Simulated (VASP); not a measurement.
# Si7H2 in VASP: a series of runs

The runs below take Si7H2 through relaxation of the atoms, single point, with PBE+D3(BJ).

Everything below comes from runs of VASP 6.6.1. Logs are shortened: lines on timing, memory, paths and dates and some standing lists are left out, and cuts for length are marked.

## 1. The slab as given

The cell holds a slab with vacuum, 18 atoms: a = 7.665 Å, b = 3.832 Å, c = 26.090 Å, α = 90.00°, β = 90.00°, γ = 90.00°.

## 2. Relaxation of the atoms, PBE+D3(BJ)

Input file INCAR:

```
  PREC = Normal
  ENCUT = 450
  EDIFF = 1E-6
  ISMEAR = 0
  SIGMA = 0.05
  LREAL = Auto
  LASPH = T
  NELM = 80
  ALGO = Normal
  ISIF = 2
  LWAVE = F
  LCHARG = F
  LDIPOL = T
  IDIPOL = 3
  DIPOL = 0.5 0.5 0.472
  GGA = PE
  IVDW = 12
  IBRION = 2
  NSW = 90
  EDIFFG = -0.03
```

Input file KPOINTS:

```
Automatic mesh
0
Gamma
  4 8 1
```

Input file POSCAR:

```
Si7H2
1.0
    7.6648395200      0.0000000000      0.0000000000
    0.0000000000      3.8324197600      0.0000000000
    0.0000000000      0.0000000000     26.0901160000
H Si
4 14
Selective dynamics
Direct
    0.5000000000      0.6825543500      0.3257938800  F F F
    0.5000000000      0.3174456500      0.3257938800  F F F
    0.0000000000      0.3174456500      0.3257938800  F F F
    0.0000000000      0.6825543500      0.3257938800  F F F
    0.5000000000      0.0000000000      0.3587690400  F F F
    0.0000000000      0.0000000000      0.3587690400  F F F
    0.7500000000      0.0000000000      0.4107030800  F F F
    0.2500000000      0.0000000000      0.4107030800  F F F
    0.7500000000      0.5000000000      0.4626371200  F F F
    0.2500000000      0.5000000000      0.4626371200  F F F
    0.0000000000      0.5000000000      0.5145711500  T T T
    0.5000000000      0.5000000000      0.5145711500  T T T
    0.0000000000      0.0000000000      0.5665051900  T T T
    0.5000000000      0.0000000000      0.5665051900  T T T
    0.2500000000      0.0000000000      0.6184392200  T T T
    0.7500000000      0.0000000000      0.6184392200  T T T
    0.3450000000      0.5000000000      0.6742061200  T T T
    0.6550000000      0.5000000000      0.6512089100  T T T
```

Potentials or basis: VASP PAW PBE potentials, release 64 (H, Si).

On the command line:

```bash
$ cat potpaw_PBE.64/H/POTCAR potpaw_PBE.64/Si/POTCAR > POTCAR
$ mpirun -np 8 vasp_std > vasp.out
```

OUTCAR:

```text
PREC = Normal
   ENCUT = 450
   EDIFF = 1E-6
   ISMEAR = 0
   LREAL = Auto
   LASPH = T
   NELM = 80
   ISIF = 2
   GGA = PE
   IVDW = 12
   IBRION = 2
   NSW = 90
   EDIFFG = -0.03
 IVDW          = 12

 ion  position               nearest neighbor table
   1  0.500  0.683  0.326-   5 1.49
   2  0.500  0.317  0.326-   5 1.49
   3  0.000  0.317  0.326-   6 1.49
   4  0.000  0.683  0.326-   6 1.49
   5  0.500  0.000  0.359-   1 1.49   2 1.49   7 2.35   8 2.35
   6  0.000  0.000  0.359-   3 1.49   4 1.49   7 2.35   8 2.35
   7  0.750  0.000  0.411-   5 2.35   6 2.35   9 2.35   9 2.35
   8  0.250  0.000  0.411-   5 2.35   6 2.35  10 2.35  10 2.35
   9  0.750  0.500  0.463-  11 2.35  12 2.35   7 2.35   7 2.35
  10  0.250  0.500  0.463-  11 2.35  12 2.35   8 2.35   8 2.35
  11  0.000  0.500  0.515-   9 2.35  10 2.35  13 2.35  13 2.35
  12  0.500  0.500  0.515-   9 2.35  10 2.35  14 2.35  14 2.35
  13  0.000  0.000  0.567-  15 2.35  16 2.35  11 2.35  11 2.35
  14  0.500  0.000  0.567-  15 2.35  16 2.35  12 2.35  12 2.35
  15  0.250  0.000  0.618-  13 2.35  14 2.35  17 2.51  17 2.51
  16  0.750  0.000  0.618-  18 2.22  18 2.22  13 2.35  14 2.35
  17  0.345  0.500  0.674-  18 2.45  15 2.51  15 2.51
  18  0.655  0.500  0.651-  16 2.22  16 2.22  17 2.45

  LATTYP: Found a simple orthorhombic cell.
 ALAT       =     3.8324197600
 B/A-ratio  =     2.0000000000
 C/A-ratio  =     6.8077396616

  Lattice vectors:

 A1 = (   0.0000000000,  -3.8324197600,   0.0000000000)
 A2 = (   7.6648395200,   0.0000000000,   0.0000000000)
 A3 = (   0.0000000000,   0.0000000000,  26.0901160000)

Analysis of symmetry for initial positions (statically):
=====================================================================
 Subroutine PRICEL returns:
 Original cell was already a primitive cell.

 Routine SETGRP: Setting up the symmetry group for a
 simple orthorhombic supercell.

 Subroutine GETGRP returns: Found  2 space group operations
 (whereof  2 operations were pure point group operations)
 out of a pool of  8 trial point group operations.

The static configuration has the point symmetry C_1h.

Analysis of symmetry for dynamics (positions and initial velocities):
=====================================================================
 Subroutine PRICEL returns:
 Original cell was already a primitive cell.

 Routine SETGRP: Setting up the symmetry group for a
 simple orthorhombic supercell.

 Subroutine GETGRP returns: Found  2 space group operations
 (whereof  2 operations were pure point group operations)
 out of a pool of  8 trial point group operations.

The dynamic configuration has the point symmetry C_1h.

Analysis of constrained symmetry for selective dynamics:
=====================================================================
 Subroutine PRICEL returns:
 Original cell was already a primitive cell.

 Routine SETGRP: Setting up the symmetry group for a
 simple orthorhombic supercell.

 Subroutine GETGRP returns: Found  2 space group operations
 (whereof  2 operations were pure point group operations)
 out of a pool of  8 trial point group operations.

The constrained configuration has the point symmetry C_1h.

 Subroutine INISYM returns: Found  2 space group operations
 (whereof  2 operations are pure point group operations),
 and found     1 'primitive' translations

----------------------------------------------------------------------------------------

                                     Primitive cell

  volume of cell :     766.3941

  direct lattice vectors                    reciprocal lattice vectors
     7.664839520  0.000000000  0.000000000     0.130465876  0.000000000  0.000000000
     0.000000000  3.832419760  0.000000000     0.000000000  0.260931751  0.000000000
     0.000000000  0.000000000 26.090116000     0.000000000  0.000000000  0.038328691

  length of vectors
     7.664839520  3.832419760 26.090116000     0.130465876  0.260931751  0.038328691

  position of ions in fractional coordinates (direct lattice)
     0.500000000  0.682554350  0.325793880
     0.500000000  0.317445650  0.325793880
     0.000000000  0.317445650  0.325793880
     0.000000000  0.682554350  0.325793880
     0.500000000  0.000000000  0.358769040
     0.000000000  0.000000000  0.358769040
[... 10 lines left out ...]
     0.345000000  0.500000000  0.674206120
     0.655000000  0.500000000  0.651208910

  ion indices of the primitive-cell ions
[... 43 lines left out ...]

 Found     15 irreducible k-points:

 Following reciprocal coordinates:
            Coordinates               Weight
  0.000000  0.000000  0.000000      1.000000
  0.250000  0.000000  0.000000      2.000000
  0.500000  0.000000  0.000000      1.000000
  0.000000  0.125000  0.000000      2.000000
  0.250000  0.125000  0.000000      4.000000
  0.500000  0.125000  0.000000      2.000000
  0.000000  0.250000  0.000000      2.000000
  0.250000  0.250000  0.000000      4.000000
  0.500000  0.250000  0.000000      2.000000
  0.000000  0.375000  0.000000      2.000000
  0.250000  0.375000  0.000000      4.000000
  0.500000  0.375000  0.000000      2.000000
  0.000000  0.500000  0.000000      1.000000
  0.250000  0.500000  0.000000      2.000000
  0.500000  0.500000  0.000000      1.000000
   k-points           NKPTS =     15   k-points in BZ     NKDIM =     15   number of bands    NBANDS=     40
   number of dos      NEDOS =    301   number of ions     NIONS =     18
   total plane-waves  NPLWV = 112000
   dimension x,y,z NGX =    40 NGY =   20 NGZ =  140
   dimension x,y,z NGXF=    80 NGYF=   40 NGZF=  280
   ions per type =               4  14
   NGX,Y,Z   is equivalent  to a cutoff of   8.68,  8.68,  8.92 a.u.
   NGXF,Y,Z  is equivalent  to a cutoff of  17.35, 17.35, 17.84 a.u.
 SYSTEM =  unknown system
   PREC   = normal    normal or accurate (medium, high low for compatibility)
   ISTART =      0    job   : 0-new  1-cont  2-samecut
   ICHARG =      2    charge: 1-file 2-atom 10-const
   ISPIN  =      1    spin polarized calculation?
   LNONCOLLINEAR =      F non collinear calculations
   LSORBIT =      F    spin-orbit coupling
   LASPH  =      T    aspherical Exc in radial PAW
   ENCUT  =  450.0 eV  33.07 Ry    5.75 a.u.  13.26  6.63 45.13*2*pi/ulx,y,z
   NELM   =     80;   NELMIN=  2; NELMDL= -5     # of ELM steps
   EDIFF  = 0.1E-05   stopping-criterion for ELM
   LREAL  =      T    real-space projection
   EDIFFG = -.3E-01   stopping-criterion for IOM
   NSW    =     90    number of steps for IOM
   IBRION =      2    ionic relax: 0-MD 1-quasi-New 2-CG
   NFREE  =      1    steps in history (QN), initial steepest desc. (CG)
   ISIF   =      2    stress and relaxation
   ISYM   =      2    0-nonsym 1-usesym 2-fastsym
   POTIM  = 0.5000    time-step for ionic-motion
   TEBEG  =    0.0;   TEEND  =   0.0 temperature during run
   PSTRESS=    0.0 pullay stress
   NELECT =      60.0000    total number of electrons
   NUPDOWN=      -1.0000    fix difference up-down
   EMIN   =  10.00;   EMAX   =-10.00  energy-range for DOS
   EFERMI =   0.00;   METHOD = LEGACY
   ISMEAR =     0;   SIGMA  =   0.05  broadening in eV -4-tet -1-fermi 0-gaus
   EFERMI_NEDOS =   21; number of points for ismear=-14 and -15
   IALGO  =     38    algorithm
   IMIX   =      4    mixing-type and parameters
     AMIX     =   0.40;   BMIX     =  1.00
     AMIX_MAG =   1.60;   BMIX_MAG =  1.00
  volume/ion in A,a.u.               =      42.58       287.33
  Fermi-wavevector in a.u.,A,eV,Ry     =   0.700338  1.323447  6.673300  0.490474
  Thomas-Fermi vector in A             =   1.784464
   LORBIT       =      0    0 simple, 1 ext, 2 COOP (PROOUT), +10 PAW based schemes
   GGA     = PE    functional components
   LHFCALC =     F    Hartree Fock is set to
   AEXX    =    0.0000 exact exchange contribution
   IVDW    =    12    specifies the selected vdW correction
   LEPSILON=     F    determine dielectric tensor
   LRPA    =     F    only Hartree local field effects (RPA)
 conjugate gradient relaxation of ions
 non-spin polarized calculation
 Gauss-broadening in eV      SIGMA  =   0.05
  energy-cutoff  :      450.00
  volume of cell :      766.39
 maximum number of plane-waves:     16668
   NGX = 27   NGY = 13   NGZ = 91

 dipolmoment           0.000000      0.000000     -0.004292 electrons x Angstroem

--------------------------------------- Ionic step        1  -------------------------------------------

 number of electron      59.9999971 magnetization

 Free energy of the ion-electron system (eV)
  ---------------------------------------------------
  ext. energy  EPLUGINS =         0.00000000
  ---------------------------------------------------
  free energy    TOTEN  =       -85.41866280 eV

  energy without entropy =      -85.41176775  energy(sigma->0) =      -85.41521528

------------------------ aborting loop because EDIFF is reached ----------------------------------------

 Edisp (eV)   -3.81291

 E8    (eV) :    -1.5954
[... 153 lines left out ...]
  FREE ENERGIE OF THE ION-ELECTRON SYSTEM (eV)
  ---------------------------------------------------
  free  energy   TOTEN  =       -89.5410356091 eV

  energy  without entropy=      -89.5363377884  energy(sigma->0) =      -89.53868670

[... ionic steps 4 to 35 ...]

--------------------------------------- Ionic step       36  -------------------------------------------

 number of electron      59.9999970 magnetization

------------------------ aborting loop because EDIFF is reached ----------------------------------------
[... 107 lines left out ...]
--------------------------------------- Ionic step       38  -------------------------------------------

 number of electron      59.9999971 magnetization

 dipolmoment           0.000000      0.000000      0.083295 electrons x Angstroem

 Free energy of the ion-electron system (eV)
  ---------------------------------------------------
  ext. energy  EPLUGINS =         0.00000000
  ---------------------------------------------------
  free energy    TOTEN  =       -86.00471384 eV

  energy without entropy =      -86.00468765  energy(sigma->0) =      -86.00470074

 E-fermi :  -0.6943     XC(G=0):  -4.1795

 val. band max:       -0.8068652949   @ k =   0.5000   0.1250   0.0000
 cond. band min:      -0.5911005926   @ k =   0.0000   0.5000   0.0000
 fundamental gap:      0.2157647023
 Fermi energy:        -0.6943202204

 k-point     1 :       0.0000    0.0000    0.0000
  band No.  band energies     occupation
      1     -12.5944      2.00000
      2     -11.9436      2.00000
      3     -10.8187      2.00000
      4     -10.5137      2.00000
      5     -10.5072      2.00000
      6      -9.9927      2.00000
[... 634 lines left out ...]
     39       2.4083      0.00000
     40       2.5901      0.00000

------------------------ aborting loop because EDIFF is reached ----------------------------------------

 vacuum level on the upper side and lower side of the slab       (xc-potential included)         0.202        -0.289

 Edisp (eV)   -3.76825

 E8    (eV) :    -1.5755

  FORCE on cell =-STRESS in cart. coord.  units (eV):
  Direction    XX          YY          ZZ          XY          YZ          ZX
  --------------------------------------------------------------------------------------
  -------------------------------------------------------------------------------------
  Total      -2.47840     6.95225    -0.02652     0.00000     0.00000    -0.19720
  in kB      -5.18119    14.53396    -0.05545     0.00000     0.00000    -0.41225
  external pressure =        3.10 kB  Pullay stress =        0.00 kB
[... 33 lines left out ...]
  FREE ENERGIE OF THE ION-ELECTRON SYSTEM (eV)
  ---------------------------------------------------
  free  energy   TOTEN  =       -89.7729635519 eV

  energy  without entropy=      -89.7729373637  energy(sigma->0) =      -89.77295046

 reached required accuracy - stopping structural energy minimisation

 vacuum level on the upper side and lower side of the slab         4.180         3.675
```

Run time: 12 min. Hardware: 8 MPI ranks of Intel Xeon Platinum 8488C (Sapphire Rapids), shared host; peak memory 0.19 GiB.

What came out:

```
Free energy                : -89.7730 eV
Energy gained by relaxing  : 30.1 meV/atom
Ionic steps                : 38
Band gap on the k mesh     : 0.22 eV, indirect (least direct gap 0.83 eV)
Dispersion energy per atom : -0.209 eV
```

Step by step:
| step | energy change (eV) | largest force (eV/Å) | pressure (GPa) |
| --- | --- | --- | --- |
| 1 | 0.0000 | 1.8036 | 0.40 |
| 2 | -0.2945 | 0.8743 | 0.30 |
| 3 | -0.3095 | 1.0560 | 0.31 |
| 4 | -0.4056 | 0.5696 | 0.36 |
| 5 | -0.4128 | 0.5667 | 0.38 |
| 6 | -0.4387 | 0.4863 | 0.40 |
| 7 | -0.4445 | 0.4868 | 0.41 |
| 8 | -0.4643 | 0.4877 | 0.43 |
| 9 | -0.4730 | 0.4881 | 0.44 |
| 10 | -0.4735 | 0.4885 | 0.45 |
| 11 | -0.4861 | 0.5106 | 0.47 |
| 12 | -0.4926 | 0.6037 | 0.49 |
| 13 | -0.5048 | 0.5836 | 0.47 |
| 14 | -0.5068 | 0.5769 | 0.46 |
| 15 | -0.5080 | 0.5760 | 0.46 |
| 16 | -0.5172 | 0.5532 | 0.44 |
| 17 | -0.5205 | 0.5388 | 0.41 |
| 18 | -0.5163 | 0.5149 | 0.37 |
| 19 | -0.5209 | 0.5332 | 0.40 |
| 20 | -0.5256 | 0.5205 | 0.38 |
| 21 | -0.5265 | 0.5174 | 0.37 |
| 22 | -0.5297 | 0.5056 | 0.36 |
| 23 | -0.5301 | 0.5014 | 0.36 |
| 24 | -0.5331 | 0.4911 | 0.36 |
| 25 | -0.5341 | 0.4907 | 0.35 |
| 26 | -0.5363 | 0.4908 | 0.34 |
| 27 | -0.5369 | 0.4906 | 0.34 |
| 28 | -0.5381 | 0.4907 | 0.33 |
| 29 | -0.5386 | 0.4907 | 0.32 |
| 30 | -0.5389 | 0.4906 | 0.31 |
| 31 | -0.5397 | 0.4906 | 0.31 |
| 32 | -0.5401 | 0.4904 | 0.30 |
| 33 | -0.5406 | 0.4904 | 0.30 |
| 34 | -0.5408 | 0.4906 | 0.31 |
| 35 | -0.5408 | 0.4906 | 0.31 |
| 36 | -0.5411 | 0.4906 | 0.31 |
| 37 | -0.5411 | 0.4905 | 0.31 |
| 38 | -0.5414 | 0.4906 | 0.31 |

Final structure:
```xyz
18
Lattice="7.6648 0.0000 0.0000 0.0000 3.8324 0.0000 0.0000 0.0000 26.0901" Properties=species:S:1:pos:R:3 pbc="T T T"
H     3.8324    2.6158    8.5000
H     3.8324    1.2166    8.5000
H     0.0000    1.2166    8.5000
H     0.0000    2.6158    8.5000
Si    3.8324    0.0000    9.3603
Si    0.0000    0.0000    9.3603
Si    5.7486    0.0000   10.7153
Si    1.9162    0.0000   10.7153
Si    5.7486    1.9162   12.0703
Si    1.9162    1.9162   12.0703
Si    7.6628    1.9162   13.4996
Si    3.8360    1.9162   13.3607
Si    0.0362    0.0000   14.9132
Si    3.7608    0.0000   14.6684
Si    2.0205    0.0000   16.2312
Si    5.6664    0.0000   16.1573
Si    2.3794    1.9162   17.6210
Si    4.5966    1.9162   16.9548
```

## 3. Single point, PBE+D3(BJ)

Input file INCAR:

```
SYSTEM = Si7H2
PREC = Normal ; ENCUT = 450
EDIFF = 1E-7 ; ISMEAR = 0
SIGMA = 0.05 ; LREAL = Auto
LASPH = .TRUE. ; NELM = 80
ALGO = Normal ; ISIF = 2
LWAVE = .FALSE. ; LCHARG = .FALSE.
LDIPOL = .TRUE. ; IDIPOL = 3
DIPOL = 0.5 0.5 0.472 ; GGA = PE
IVDW = 12 ; NBANDS = 45
LVHAR = .TRUE. ; LVACPOTAV = .TRUE.
ICORELEVEL = 1
```

Input file KPOINTS:

```
regular mesh
0
G
  4 8 1
  0 0 0
```

Input file POSCAR:

```
Si7H2                                   
1.0
    7.6648395200      0.0000000000      0.0000000000
    0.0000000000      3.8324197600      0.0000000000
    0.0000000000      0.0000000000     26.0901160000
  H               Si            
     4    14
Selective dynamics
Direct
     0.5000000000000000    0.6825543499999966    0.3257938799999991   F   F   F
     0.5000000000000000    0.3174456500000034    0.3257938799999991   F   F   F
     0.0000000000000000    0.3174456500000034    0.3257938799999991   F   F   F
     0.0000000000000000    0.6825543499999966    0.3257938799999991   F   F   F
     0.5000000000000000    0.0000000000000000    0.3587690399999985   F   F   F
     0.0000000000000000    0.0000000000000000    0.3587690399999985   F   F   F
     0.7500000000000000    0.0000000000000000    0.4107030799999976   F   F   F
     0.2500000000000000    0.0000000000000000    0.4107030799999976   F   F   F
     0.7500000000000000    0.5000000000000000    0.4626371199999966   F   F   F
     0.2500000000000000    0.5000000000000000    0.4626371199999966   F   F   F
     0.9997398008434529    0.5000000000000000    0.5174226687968538   T   T   T
     0.5004676113052982    0.5000000000000000    0.5120986534861581   T   T   T
     0.0047281971859449    0.0000000000000000    0.5716036971122810   T   T   T
     0.4906557319526482    0.0000000000000000    0.5622205009018501   T   T   T
     0.2636067247538934    0.0000000000000000    0.6221219443602820   T   T   T
     0.7392659802004418    0.0000000000000000    0.6192881578514167   T   T   T
     0.3104357078101165    0.5000000000000000    0.6753897872529212   T   T   T
     0.5997028277153661    0.5000000000000000    0.6498555181207678   T   T   T
```

Potentials or basis: VASP PAW PBE potentials, release 64 (H, Si).

On the command line:

```bash
$ cat potpaw_PBE.64/H/POTCAR potpaw_PBE.64/Si/POTCAR > POTCAR
$ mpirun -np 8 vasp_std > vasp.out
```

Run time: 68 s. Hardware: 8 MPI ranks of Intel Xeon Platinum 8488C (Sapphire Rapids), shared host; peak memory 0.18 GiB.

It converged, with:

```
Free energy                            : -89.7730 eV
Largest force                          : 0.491 eV/Å
Band gap on the k mesh                 : 0.22 eV, indirect (least direct gap 0.83 eV)
Dispersion energy per atom             : -0.209 eV
Ionisation potential of the upper face : 5.03 eV
```

Forces on the atoms (eV/Å):
```
H    0.000  0.474 -0.074
H    0.000 -0.474 -0.074
H    0.002 -0.483 -0.087
H    0.002  0.483 -0.087
Si   0.000  0.000  0.232
Si   0.001  0.000  0.179
Si   0.157  0.000 -0.060
Si  -0.159  0.000 -0.078
Si   0.391  0.000  0.030
Si  -0.346  0.000  0.043
Si  -0.009  0.000 -0.005
Si   0.025  0.000  0.010
Si  -0.026  0.000 -0.014
Si   0.001  0.000 -0.011
Si  -0.010  0.000  0.010
Si  -0.001  0.000  0.002
Si  -0.002  0.000 -0.006
Si  -0.025  0.000 -0.011
```

Levels at points of the mesh, in eV from the valence-band top:
```tsv
k point	band 27	band 28	band 29	band 30	band 31	band 32	band 33	band 34
(0.00, 0.00, 0.00)	-0.59	-0.58	-0.41	-0.22	0.61	0.95	1.28	1.70
(0.50, 0.00, 0.00)	-0.94	-0.51	-0.23	-0.20	0.66	1.66	1.87	1.89
(0.00, 0.50, 0.00)	-1.18	-1.10	-0.99	-0.93	0.22	1.16	1.41	1.92
(0.50, 0.50, 0.00)	-2.07	-2.06	-1.66	-0.81	0.46	1.61	1.63	1.97
```

Core levels (eV, on the scale of the bands):
```tsv
atom	levels
5 Si	1s -1780.0, 2s -134.1, 2p -90.1
6 Si	1s -1779.9, 2s -134.0, 2p -90.0
7 Si	1s -1780.3, 2s -134.3, 2p -90.3
8 Si	1s -1780.3, 2s -134.3, 2p -90.3
9 Si	1s -1780.4, 2s -134.4, 2p -90.5
10 Si	1s -1780.5, 2s -134.5, 2p -90.5
```
